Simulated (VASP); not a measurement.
**A VASP 6.6.1 single-point calculation on PbF$_{2}$**

INCAR

```
SIGMA = 0.02
PREC = Accurate
LREAL = Auto
LASPH = .TRUE.
NBANDS = 21
NSW = 0
ISYM = -1
IBRION = -1
LWAVE = .FALSE.
ISMEAR = -1
LCHARG = .FALSE.
NELM = 120
ENCUT = 520
METAGGA = TPSS
EDIFF = 1E-7
ISIF = 2
```

KPOINTS

```
KPOINTS created by Atomic Simulation Environment
0
Gamma
4 4 4
0 0 0
```

POSCAR

```
Pb F
 1.0000000000000000
     0.0000000000000000    3.0169832741999998    3.0169832741999998
     3.0169832741999998    0.0000000000000000    3.0169832741999998
     3.0169832741999998    3.0169832741999998    0.0000000000000000
 Pb  F
   1   2
Cartesian
  0.0000000000000000  0.0000000000000000  0.0000000000000000
  1.5084916370999999  1.5084916370999999  1.5084916370999999
  4.5254749112999999  4.5254749112999999  4.5254749112999999
```

The recommended PBE PAW datasets give the neutral cell 28 valence electrons.

Command

```
mpirun -np 1 vasp_std
```

Problem. How does this run end, and what does it give?

Solution. It converged. Results: gap between bands v and c on the k mesh 4.56 eV; least direct gap on the k mesh 4.69 eV; pressure -2.7 GPa. Band v is the last that the valence electrons fill when counted band by band, and c is the next.

OSZICAR

```
N       E                     dE             d eps       ncg     rms          rms(c)
DAV:   1     0.314691929216E+03    0.31469E+03   -0.14519E+04  2696   0.151E+03
DAV:   2     0.284443382788E+02   -0.28625E+03   -0.26905E+03  2856   0.430E+02
DAV:   3     0.949895435216E+00   -0.27494E+02   -0.27051E+02  3229   0.143E+02
DAV:   4     0.168596356106E+00   -0.78130E+00   -0.78061E+00  3054   0.248E+01
DAV:   5     0.145131042585E+00   -0.23465E-01   -0.23463E-01  3355   0.436E+00    0.936E+00
DAV:   6    -0.216416031495E+02   -0.21787E+02   -0.14944E+02  2688   0.128E+02    0.114E+01
DAV:   7    -0.202289554724E+02    0.14126E+01   -0.11558E+00  3234   0.107E+01    0.874E+00
DAV:   8    -0.194178790953E+02    0.81108E+00   -0.18323E+01  3355   0.295E+01    0.578E+00
DAV:   9    -0.193479397885E+02    0.69939E-01   -0.83404E-01  2696   0.560E+00    0.519E+00
DAV:  10    -0.192847550559E+02    0.63185E-01   -0.31392E-02  3526   0.115E+00    0.482E+00
DAV:  11    -0.193316887947E+02   -0.46934E-01   -0.72912E-03  3972   0.712E-01    0.514E+00
DAV:  12    -0.189857325180E+02    0.34596E+00   -0.32774E+00  3310   0.166E+01    0.217E+00
DAV:  13    -0.190019122781E+02   -0.16180E-01   -0.99254E-02  3113   0.294E+00    0.151E+00
DAV:  14    -0.189855158908E+02    0.16396E-01   -0.12352E-01  3280   0.368E+00    0.227E-01
DAV:  15    -0.189859198977E+02   -0.40401E-03   -0.56695E-03  3056   0.535E-01    0.146E-01
DAV:  16    -0.189860203235E+02   -0.10043E-03   -0.61228E-04  2870   0.336E-01    0.689E-02
DAV:  17    -0.189860303207E+02   -0.99972E-05   -0.26383E-04  2816   0.134E-01    0.199E-02
DAV:  18    -0.189860336908E+02   -0.33701E-05   -0.28167E-05  3123   0.593E-02    0.162E-02
DAV:  19    -0.189860307689E+02    0.29219E-05   -0.44138E-06  2981   0.174E-02    0.799E-03
DAV:  20    -0.189860297099E+02    0.10590E-05   -0.46425E-06  2888   0.224E-02    0.133E-03
DAV:  21    -0.189860298457E+02   -0.13579E-06   -0.20885E-07  3122   0.336E-03    0.259E-04
DAV:  22    -0.189860298442E+02    0.14561E-08   -0.18859E-08  2216   0.107E-03
   1 F= -.18986030E+02 E0= -.18986030E+02  d E =-.239454E-12
```

For comparison, a separate PBE run of the intended cell, on usual settings and not on those above, gives a gap of 4.41 eV on its mesh and a pressure of -1.3 GPa.
